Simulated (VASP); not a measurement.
Wanted: the native input for a VASP 6.6.1 run.

| Quantity | Value |
| --- | --- |
| Task | single point |
| Functional | r2SCAN |
| Potentials or basis | VASP PAW PBE potentials, release 64 (Bi_d) |
| Cutoff | 520 eV |
| k mesh | 14 × 14 × 8 |
| Occupations | gaussian, width 0.05 eV |
| Spin | no spin polarisation |
| Dipole correction | no |
| Further INCAR settings | ALGO = Normal; EDIFF = 1e-07; NBANDS = 22 |

Bi:

```
Bi
1.0
     3.53079    0.00000    0.00000
    -1.76539    3.05775    0.00000
     0.00000    0.00000    5.79887
Bi
2
Direct
  0.33333 0.66667 0.75000
  0.66667 0.33333 0.25000
```

The cell was built by a generator and needn't be a form met in nature.

The input as run:

POSCAR

```
Bi
1.0
    3.5307865120      0.0000000000      0.0000000000
   -1.7653932560      3.0577508148      0.0000000000
    0.0000000000      0.0000000000      5.7988700700
Bi
2
Direct
    0.3333333333      0.6666666667      0.7500000000
    0.6666666667      0.3333333333      0.2500000000
```

INCAR.step1

```
PREC = Accurate
ENCUT = 520
ISMEAR = 0
SIGMA = 0.05
LREAL = F
LASPH = T
NELM = 100
NBANDS = 22
GGA = PE
ALGO = Normal
EDIFF = 1E-4
LWAVE = T
LCHARG = F
```

INCAR.step2

```
PREC = Accurate
ENCUT = 520
EDIFF = 1E-7
ISMEAR = 0
SIGMA = 0.05
LREAL = F
LASPH = T
NELM = 100
ALGO = Normal
ISIF = 2
LWAVE = F
LCHARG = F
METAGGA = R2SCAN
LMIXTAU = T
NBANDS = 22
ISTART = 1
```

KPOINTS

```
regular mesh
0
Gamma
  14 14 8
```

Potentials or basis: VASP PAW PBE potentials, release 64 (Bi_d).

The run is started by

```sh
$ cat potpaw_PBE.64/Bi_d/POTCAR > POTCAR
$ cp INCAR.step1 INCAR
$ mpirun -np 1 vasp_std > vasp.out
$ cp INCAR.step2 INCAR
$ mpirun -np 1 vasp_std > vasp.out
```

It gave:

```yaml
Pressure: -0.2 GPa
Band_gap_on_the_k_mesh: none (metal or under the smearing width)
```

Caveat: the PAW data sets were made with another functional, which shifts forces and pressure a little; spin-orbit coupling is left out, which moves the levels of the heavy elements.

It took 6.6 min on 1 thread of Intel(R) Xeon(R) 6975P-C (Granite Rapids), with other jobs on the host, peak memory 0.28 GiB.
